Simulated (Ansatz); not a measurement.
**Relaxing MnAs in the rocksalt type**

First guess:

```
CELL_PARAMETERS angstrom
0.00000 2.44575 2.44575
2.44575 0.00000 2.44575
2.44575 2.44575 0.00000
ATOMIC_POSITIONS crystal
Mn 0.00000 0.00000 0.00000
As 0.50000 0.50000 0.50000
```

Method: DFT, PBE, PAW with Ansatz's default frozen-core files, scalar-relativistic (Ansatz 0.2.0).

Cell and atoms relax within the symmetry of the start on a 12×12×12 k mesh with 0.08 eV Fermi–Dirac smearing, from parallel moments.

The start is built from a prototype, known or not as a phase of this compound; the cutoff is 420 eV.

The magnetic state is the one reached from parallel moments; other orders may lie lower.

(1) What is the pressure of the first guess?

(2) What does it relax to?

(3) How much energy does the relaxation release?

(4) What moment does the relaxed primitive cell (2 atoms) carry?

## Answers

(1) 16.30 GPa.

(2) a = 5.166 Å, b = 5.166 Å, c = 5.166 Å, α = 90.00°, β = 90.00°, γ = 90.00° (conventional cell), 17.23 Å³ per atom:
```cif
data_structure
_symmetry_space_group_name_H-M 'Fm-3m'
_symmetry_Int_Tables_number 225
_cell_length_a 5.1660
_cell_length_b 5.1660
_cell_length_c 5.1660
_cell_angle_alpha 90.000
_cell_angle_beta 90.000
_cell_angle_gamma 90.000
_cell_volume 137.87
loop_
_atom_site_label
_atom_site_type_symbol
_atom_site_symmetry_multiplicity
_atom_site_Wyckoff_symbol
_atom_site_fract_x
_atom_site_fract_y
_atom_site_fract_z
_atom_site_occupancy
Mn1 Mn 4 a 0.00000 0.00000 0.00000 1
As1 As 4 b 0.50000 0.00000 0.00000 1
```

(3) 116 meV/atom.

(4) 3.69 μB.
